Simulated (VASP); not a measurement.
A run of VASP 6.6.1 is set up as follows.

Contents of POSCAR:

```
Al2O3
1.0
    3.0174825440      0.0000000000      0.0000000000
   -1.5087412720      2.6132165386      0.0000000000
    0.0000000000      0.0000000000      7.5746360022
Al O
2 3
Direct
    0.0000000000      0.0000000000      0.7220490000
    0.0000000000      0.0000000000      0.2779510000
    0.0000000000      0.0000000000      0.5000000000
    0.6666666667      0.3333333333      0.8005460000
    0.3333333333      0.6666666667      0.1994540000
```

INCAR.step1

```
SYSTEM = Al2O3
PREC = Accurate ; ENCUT = 520
EDIFF = 1E-6 ; ISMEAR = -1
SIGMA = 0.05 ; LREAL = .False.
LASPH = .True. ; NELM = 100
ALGO = Normal ; ISIF = 2
LWAVE = .False. ; LCHARG = .True.
GGA = 91
```

The input KPOINTS.step1:

```
regular mesh
0
Gamma
  7 7 3
  0 0 0
```

INCAR.step2

```
SYSTEM = Al2O3
PREC = Accurate ; ENCUT = 520
EDIFF = 1E-6 ; ISMEAR = 0
SIGMA = 0.05 ; LREAL = .False.
LASPH = .True. ; NELM = 100
ALGO = Normal ; ISIF = 2
LWAVE = .False. ; LCHARG = .False.
GGA = 91 ; ICHARG = 11
```

File KPOINTS.step2:

```
path GMKGALHA,LM,KH
20
line-mode
reciprocal
 0.0000000000  0.0000000000  0.0000000000  G
 0.5000000000  0.0000000000  0.0000000000  M

 0.5000000000  0.0000000000  0.0000000000  M
 0.3333333333  0.3333333333  0.0000000000  K

 0.3333333333  0.3333333333  0.0000000000  K
 0.0000000000  0.0000000000  0.0000000000  G

 0.0000000000  0.0000000000  0.0000000000  G
 0.0000000000  0.0000000000  0.5000000000  A

 0.0000000000  0.0000000000  0.5000000000  A
 0.5000000000  0.0000000000  0.5000000000  L

 0.5000000000  0.0000000000  0.5000000000  L
 0.3333333333  0.3333333333  0.5000000000  H

 0.3333333333  0.3333333333  0.5000000000  H
 0.0000000000  0.0000000000  0.5000000000  A

 0.5000000000  0.0000000000  0.5000000000  L
 0.5000000000  0.0000000000  0.0000000000  M

 0.3333333333  0.3333333333  0.0000000000  K
 0.3333333333  0.3333333333  0.5000000000  H
```

Potentials or basis: VASP PAW PBE potentials, release 64 (Al, O).

Run with:

```sh
$ cat potpaw_PBE.64/Al/POTCAR potpaw_PBE.64/O/POTCAR > POTCAR
$ cp INCAR.step1 INCAR
$ cp KPOINTS.step1 KPOINTS
$ mpirun -np 1 vasp_std > vasp.out
$ cp INCAR.step2 INCAR
$ cp KPOINTS.step2 KPOINTS
$ mpirun -np 1 vasp_std > vasp.out
```

Problem. Predict the band gap on the k mesh.

Solution. 2.32 eV, direct.

Problem. What does it give for the band gap along the path?

Solution. 2.32 eV, direct.

Levels at the corners of the path, in eV from the valence-band top:
```tsv
point	band 10	band 11	band 12	band 13	band 14	band 15
Γ	-2.35	0.00	0.00	2.32	4.29	7.37
M	-3.11	-1.76	-0.48	4.62	6.21	8.18
M	-3.11	-1.76	-0.48	4.62	6.21	8.18
K	-3.48	-1.41	-1.41	6.76	6.76	7.73
K	-3.48	-1.41	-1.41	6.76	6.76	7.73
Γ	-2.35	0.00	0.00	2.32	4.29	7.37
Γ	-2.35	0.00	0.00	2.32	4.29	7.37
A	-3.11	0.00	0.00	3.26	3.33	8.13
A	-3.11	0.00	0.00	3.26	3.33	8.13
L	-3.34	-1.70	-0.48	5.06	5.62	8.11
L	-3.34	-1.70	-0.48	5.06	5.62	8.11
H	-3.42	-1.48	-1.48	6.77	6.77	7.75
H	-3.42	-1.48	-1.48	6.77	6.77	7.75
A	-3.11	0.00	0.00	3.26	3.33	8.13
L	-3.34	-1.70	-0.48	5.06	5.62	8.11
M	-3.11	-1.76	-0.48	4.62	6.21	8.18
K	-3.48	-1.41	-1.41	6.76	6.76	7.73
H	-3.42	-1.48	-1.48	6.77	6.77	7.75
```

Caveat: the log is that of the step along the path at fixed density, whose energy, stress, charges and moments have no meaning. As with any semilocal functional, this PW91 gap is likely too small.
